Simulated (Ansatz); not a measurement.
**HfO2 at a changed volume: ¹⁷⁷Hf nuclear quadrupole resonance**

Cell: a structure deposited in the COD, relaxed with PBE at fixed cell and then changed (volume scaled by 0.98, ions relaxed).

Space group P2_1/c (No. 14); a = 5.0836, b = 5.1509, c = 5.2486 Å, β = 99.35°.

```
site  Wyckoff  site symmetry       x       y       z
  Hf       4e              1  0.2773  0.0414  0.2080
  O5       4e              1  0.4445  0.7591  0.4825
  O9       4e              1  0.0767  0.3473  0.3320
```

One atom of each set is listed.

Method: Kohn–Sham DFT in Ansatz, PBE, plane waves and PAW, scalar-relativistic, 420 eV cutoff, Γ-centred 6×6×6 k-points, Fermi–Dirac smearing 0.02 eV.

¹⁷⁷Hf: I = 7/2, Q = 3365 mb (year-2017 value). Static lattice, zero field.

(1) The simulated lines lie at 88.0, 149.6, 228.4 MHz. What are |C_Q|, η and |V_zz| at Hf?

Results:

(1) For I = 7/2 and η = 0 the lines are |C_Q|/14 times 1, 2 and 3; η shifts the lowest up most. Here |C_Q| = 1071 MHz, η = 0.21 and |V_zz| = 13.16 × 10²¹ V/m². The calculation gives V_zz positive; the lines don't show the sign. The site has 7 O at 2.04–2.22 Å.

Without spin–orbit coupling the gradients at and beside Hf can be off by some per cent, at some sites by more. At this changed cell the PBE pressure is 9 GPa.

The relaxation (5 steps) took 55 s of wall time (3.4 min of CPU time) and 1.3 GiB at its peak, on 4 threads of Intel Xeon Platinum 8375C CPU @ 2.90GHz (Ice Lake) (x86_64; 16 cores open to the job, memory cap 8.0 GiB, no GPU), a shared host with a load of 0.6 a core.
